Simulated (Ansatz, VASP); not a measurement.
One calculation of ZnSe (Stilleite), two programs

INCAR

```
PREC     = Accurate       # precision mode
ENCUT    = 520            # plane-wave cutoff, eV
EDIFF    = 1E-6           # SCF threshold, eV
ISMEAR   = 0              # smearing method
SIGMA    = 0.01           # smearing width, eV
LREAL    = F              # projectors in reciprocal space
LASPH    = T              # aspherical terms in the spheres
NELM     = 60             # most SCF steps
ALGO     = Normal         # electronic algorithm
ISIF     = 2              # what is computed and relaxed
LWAVE    = F              # write WAVECAR
LCHARG   = T              # write CHGCAR
GGA      = PE             # functional
LELF     = T              # ELF
LVHAR    = T            
NBANDS   = 16             # bands
```

The input KPOINTS:

```
Automatic mesh
0
Gamma
  8 8 8
```

Contents of POSCAR:

```
ZnSe
1.0
    0.0000000000      2.8324246766      2.8324246766
    2.8324246766      0.0000000000      2.8324246766
    2.8324246766      2.8324246766      0.0000000000
Zn Se
1 1
Direct
    0.0000000000      0.0000000000      0.0000000000
    0.2500000000      0.2500000000      0.2500000000
```

Input for Ansatz:

```yaml
crystal:
  lattice:
    - [0.0, 2.8324246766, 2.8324246766]
    - [2.8324246766, 0.0, 2.8324246766]
    - [2.8324246766, 2.8324246766, 0.0]
  atoms:
    - { symbol: Zn, position: [0.0, 0.0, 0.0] }
    - { symbol: Se, position: [0.25, 0.25, 0.25] }
kpoints:
  mp_grid: { grid: [8, 8, 8] }
  band_path:
    path:
      - [0.0, 0.0, 0.0]
      - [-0.5, -0.5, 0.0]
      - [-0.375, -0.375, 0.25]
      - [-0.375, 0.0, 0.375]
      - [0.0, 0.0, 0.5]
      - [-0.5, -0.25, 0.25]
    npoints: 1
hamiltonian:
  xc: pbe
scf:
  occupations: { method: fixed }
  n_extra_bands: 4
output:
  forces: true
  stress: true
  eigenvalues: true
```

Alike in both runs: task single point; functional PBE; k mesh 8 × 8 × 8; no spin polarisation.

```csv
,VASP,Ansatz
version,VASP 6.6.1,Ansatz 0.2.0
potentials or method,"VASP PAW PBE potentials, release 64 (Zn, Se)","plane waves, PAW"
plane-wave cutoff (eV),520,420
occupations,"gaussian, width 0.01 eV",fixed
valence electrons in the cell,18,28
```

```tsv
	VASP	Ansatz	Ansatz less VASP
gap on the k mesh at the Fermi level (eV)	1.30	1.29	-0.002
pressure (GPa)	2.4	2.2	-0.24
```

The two sets of potentials don't hold the same shells in valence.

Expect the measured gap to be larger: semilocal functionals such as PBE lack the derivative discontinuity.
